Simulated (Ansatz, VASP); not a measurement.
Given: the input of a run of VASP 6.6.1 on TaN.

The input INCAR:

```
SYSTEM = TaN
PREC = Accurate ; ENCUT = 520
EDIFF = 1E-7 ; ISMEAR = 0
SIGMA = 0.017 ; LREAL = .FALSE.
LASPH = .TRUE. ; NELM = 80
ALGO = Normal ; ISIF = 2
LWAVE = .FALSE. ; LCHARG = .TRUE.
GGA = PE ; LELF = .TRUE.
LVHAR = .TRUE. ; NBANDS = 15
```

File KPOINTS:

```
regular mesh
0
G
  10 10 10
  0 0 0
```

Contents of POSCAR:

```
TaN
1.0
    0.0000000000      2.2113230000      2.2113230000
    2.2113230000      0.0000000000      2.2113230000
    2.2113230000      2.2113230000      0.0000000000
Ta N
1 1
Direct
    0.5000000000      0.5000000000      0.5000000000
    0.0000000000      0.0000000000      0.0000000000
```

Potentials or basis: VASP PAW PBE potentials, release 64 (Ta_pv, N).

Launch:

```sh
$ cat potpaw_PBE.64/Ta_pv/POTCAR potpaw_PBE.64/N/POTCAR > POTCAR
$ mpirun -np 1 vasp_std > vasp.out
```

Problem. Translate it to Ansatz 0.2.0. Potentials there: all-electron LAPW, scalar-relativistic.

Solution. As run (the cutoff follows the program's own potentials):

Contents of input.yaml:

```yaml
crystal:
  lattice:
    - [0.0, 2.211323, 2.211323]
    - [2.211323, 0.0, 2.211323]
    - [2.211323, 2.211323, 0.0]
  atoms:
    - { symbol: Ta, position: [0.5, 0.5, 0.5] }
    - { symbol: "N", position: [0.0, 0.0, 0.0] }
kpoints:
  mp_grid: { grid: [10, 10, 10] }
scf:
  occupations: { method: gaussian, width: 0.017 }
hamiltonian:
  xc: pbe
  pseudopotentials: { kind: all_electron, lapw: { basis_error: 0.001 } }
output:
  forces: true
  stress: true
  eigenvalues: true
```

Potentials or basis: all-electron LAPW, scalar-relativistic.

Command:

```console
$ ansatz run input.yaml --threads 1 --pin off --max-ram 3072MiB --backend cpu --events-out ev --progress --plain --runs-dir out
```

Both were run:

|  | VASP | Ansatz | Ansatz less VASP |
| --- | --- | --- | --- |
| gap on the k mesh at the Fermi level (eV) | none | none | - |
| pressure (GPa) | -0.6 | -1.2 | -0.61 |

A gap of «none» marks a metal or a gap that the smearing closes. Ansatz ran all-electron here, so the differences hold the error of VASP's frozen core and of both bases.

The runs have no spin-orbit coupling, so splittings on Ta are missing.
